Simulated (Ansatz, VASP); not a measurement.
**Mg: VASP beside Ansatz**

File INCAR:

```
PREC = Accurate
ENCUT = 520
EDIFF = 1E-7
ISMEAR = 0
SIGMA = 0.15
LREAL = F
LASPH = T
NELM = 100
ALGO = Normal
ISIF = 2
LWAVE = F
LCHARG = F
NBANDS = 9
```

The input KPOINTS:

```
Automatic mesh
0
Gamma
  18 18 10
```

Contents of POSCAR:

```
Mg
1.0
    2.7278808026      0.0000000000      0.0000000000
   -1.3639404013      2.7793106748      0.0000000000
    0.0000000000      0.0000000000      5.2103300000
Mg
2
Direct
    0.3333333333      0.6666666667      0.2500000000
    0.6666666667      0.3333333333      0.7500000000
```

Input for Ansatz:

```yaml
crystal:
  lattice:
    - [2.7278808026, 0.0, 0.0]
    - [-1.3639404013, 2.7793106748, 0.0]
    - [0.0, 0.0, 5.21033]
  atoms:
    - { symbol: Mg, position: [0.3333333333, 0.6666666667, 0.25] }
    - { symbol: Mg, position: [0.6666666667, 0.3333333333, 0.75] }
basis:
  ecutwfc: 420
kpoints:
  mp_grid: { grid: [18, 18, 10] }
hamiltonian:
  xc: lda
scf:
  occupations: { method: gaussian, width: 0.15 }
output:
  forces: true
  stress: true
  eigenvalues: true
```

Change from the starting cell: strain -0.1500 x Voigt [1, 0, 0, 0, 0, 0], atoms carried along.

Alike in both runs: task single point; functional LDA; k mesh 18 × 18 × 10; occupations gaussian, width 0.15 eV; no spin polarisation.

|  | VASP | Ansatz |
| --- | --- | --- |
| version | VASP 6.6.1 | Ansatz 0.2.0 |
| potentials or method | VASP PAW LDA potentials, release 64 (Mg) | scalar-relativistic, plane waves, PAW |
| plane-wave cutoff (eV) | 520 | 420 |
| valence electrons in the cell | 4 | 20 |

```tsv
	VASP	Ansatz	Ansatz less VASP
gap on the k mesh at the Fermi level (eV)	none	none	-
pressure (GPa)	5.5	5.8	+0.30
largest component of the traceless stress (GPa)	10.93	10.82	-0.113
rms of the force components (eV/Å)	0.076	0.075	-0.0004
```

Atom by atom the forces differ by 0.000 eV/Å (rms over components). A gap of «none» marks a metal or a gap that the smearing closes. The two sets of potentials don't hold the same shells in valence.
